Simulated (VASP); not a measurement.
Here is a VASP 6.6.1 calculation.

The input INCAR:

```
PREC = Accurate
ENCUT = 520
EDIFF = 1E-6
ISMEAR = 0
SIGMA = 0.1
LREAL = F
LASPH = T
NELM = 100
ALGO = Normal
ISIF = 2
LWAVE = F
LCHARG = F
LDIPOL = T
IDIPOL = 3
DIPOL = 0.5 0.5 0.257
GGA = PE
IVDW = 12
NBANDS = 11
```

File KPOINTS:

```
regular mesh
0
Gamma
  15 15 1
```

The input POSCAR:

```
C
1.0
    2.4657189589      0.0000000000      0.0000000000
   -1.2328594795      2.1353752570      0.0000000000
    0.0000000000      0.0000000000     17.5000000000
C
2
Direct
    0.3333333333      0.6666666667      0.2571428571
    0.6666666667      0.3333333333      0.2571428571
```

Potentials or basis: VASP PAW PBE potentials, release 64 (C).

Command:

```console
$ cat potpaw_PBE.64/C/POTCAR > POTCAR
$ mpirun -np 1 vasp_std > vasp.out
```

(1) Predict the dispersion energy per atom.

(2) What does it give for the band gap on the k mesh?

## Answers

(1) -0.089 eV.

(2) none (metal or under the smearing width).
